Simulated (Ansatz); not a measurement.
ZrO2:
```xyz
6
Lattice="3.6011 0.0000 0.0000 0.0000 3.6011 0.0000 0.0000 0.0000 5.2300" Properties=species:S:1:pos:R:3 pbc="T T T"
Zr     0.0000     0.0000     0.0000
Zr     1.8005     1.8005     2.6150
O      0.0000     1.8005     1.5880
O      0.0000     1.8005     4.2030
O      1.8005     0.0000     1.0270
O      1.8005     0.0000     3.6420
```

Cartesian axes are those of the cell as given.

**Question.** Give the high-frequency dielectric tensor and the Born effective charge tensors of the independent atoms from DFPT, DFT-r²SCAN in the program Ansatz with PAW potentials.

**Answer.** 
ε∞:
```
5.27  0.00  0.00
0.00  5.27  0.00
0.00  0.00  4.68
```
Z* of atom 1 (Zr), rows: field, columns: displacement, in e:
```
5.73  0.00  0.00
0.00  5.73  0.00
0.00  0.00  4.87
```
Z* of atom 3 (O), rows: field, columns: displacement, in e:
```
-3.68   0.00   0.00
 0.00  -2.05   0.00
 0.00   0.00  -2.44
```

Static charges for comparison (Bader): Zr1 +2.70, O3 -1.35 e. Born charges measure polarisation by displacement and can exceed these by far.

Space group P4_2/nmc. This is a known high-temperature phase of the composition, computed here at zero pressure and temperature. The cell was relaxed with r²SCAN under the symmetry of its start; of distortions, only those at the zone centre were tested. The run is not spin-polarised. Scalar-relativistic: spin–orbit coupling is off unless named, which matters more the heavier the elements.

Potentials: the earlier of the program's two PAW sets.
